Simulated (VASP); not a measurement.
A run of VASP 6.6.1:

The input INCAR:

```
SYSTEM = NiO
PREC     = Accurate       ! precision mode
ENCUT    = 520            ! plane-wave cutoff, eV
EDIFF    = 1E-7           ! SCF threshold, eV
ISMEAR   = 0              ! smearing method
SIGMA    = 0.012          ! smearing width, eV
LREAL    = .False.        ! projectors in reciprocal space
LASPH    = .True.         ! aspherical terms in the spheres
NELM     = 150            ! most SCF steps
ALGO     = Fast           ! electronic algorithm
ISIF     = 2              ! what is computed and relaxed
LWAVE    = .False.        ! write WAVECAR
LCHARG   = .False.        ! write CHGCAR
ISPIN    = 2              ! spin polarisation
MAGMOM   = 1 0            ! initial moments
LORBIT   = 11             ! projections on sites
LMAXMIX  = 4              ! l up to which the mixer works
GGA      = PE             ! functional
NBANDS   = 19             ! bands
```

The input KPOINTS:

```
Automatic mesh
0
Gamma
  11 11 11
  0 0 0
```

Contents of POSCAR:

```
NiO
1.0
    0.0000000000      2.0859016414      2.0859016414
    2.0859016414      0.0000000000      2.0859016414
    2.0859016414      2.0859016414      0.0000000000
Ni O
1 1
Direct
    0.0000000000      0.0000000000      0.0000000000
    0.5000000000      0.5000000000      0.5000000000
```

Potentials or basis: VASP PAW PBE potentials, release 64 (Ni, O).

Command:

```sh
$ cat potpaw_PBE.64/Ni/POTCAR potpaw_PBE.64/O/POTCAR > POTCAR
$ mpirun -np 1 vasp_std > vasp.out
```

Hardware: 1 thread of Intel(R) Xeon(R) Platinum 8488C (Sapphire Rapids), on a shared host.

Q: Estimate the wall time of this run.

A: It took 29 s on 1 thread of Intel(R) Xeon(R) Platinum 8488C (Sapphire Rapids) (shared host), peak memory 0.16 GiB. Counts: scf iterations 18, k points 56.
